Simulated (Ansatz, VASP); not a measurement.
# Two plane-wave programs on Al

INCAR

```
  ALGO = Fast
  EDIFF = 1E-6
  ENCUT = 520
  GGA = PE
  ISIF = 2
  ISMEAR = 0
  LASPH = T
  LCHARG = T
  LELF = T
  LREAL = F
  LVHAR = T
  LWAVE = F
  NBANDS = 8
  NELM = 100
  PREC = Accurate
  SIGMA = 0.15
```

Contents of KPOINTS:

```
k-points
0
Gamma
  20 20 20
```

File POSCAR:

```
Al
1.0
   -1.5325909525      1.7024295277      1.6175102401
    1.5325909525     -1.7024295277      1.6175102401
    1.5325909525      1.7024295277     -1.6175102401
Al
1
Direct
    0.0000000000      0.0000000000      0.0000000000
```

Input for Ansatz:

```yaml
crystal:
  lattice:
    - [-1.5325909525, 1.7024295277, 1.6175102401]
    - [1.5325909525, -1.7024295277, 1.6175102401]
    - [1.5325909525, 1.7024295277, -1.6175102401]
  atoms:
    - { symbol: Al, position: [0.0, 0.0, 0.0] }
basis:
  ecutwfc: 420
kpoints:
  mp_grid: { grid: [20, 20, 20] }
hamiltonian:
  xc: pbe
scf:
  occupations: { method: gaussian, width: 0.15 }
output:
  forces: true
  stress: true
  eigenvalues: true
```

Change from the starting cell: engineering shear strain xy +0.0000, strain +e along x and -e along y -0.0525.

Alike in both runs: task single point; functional PBE; k mesh 20 × 20 × 20; occupations gaussian, width 0.15 eV; no spin polarisation.

```csv
,VASP,Ansatz
version,VASP 6.6.1,Ansatz 0.2.0
potentials or method,"VASP PAW PBE potentials, release 64 (Al)","scalar-relativistic, plane waves, PAW"
plane-wave cutoff (eV),520,420
valence electrons in the cell,3,3
```

|  | VASP | Ansatz | Ansatz less VASP |
| --- | --- | --- | --- |
| gap on the k mesh at the Fermi level (eV) | none | none | - |
| pressure (GPa) | 0.1 | 0.1 | +0.02 |
| largest component of the traceless stress (GPa) | 1.77 | 1.76 | -0.006 |

A gap of «none» marks a metal or a gap that the smearing closes.
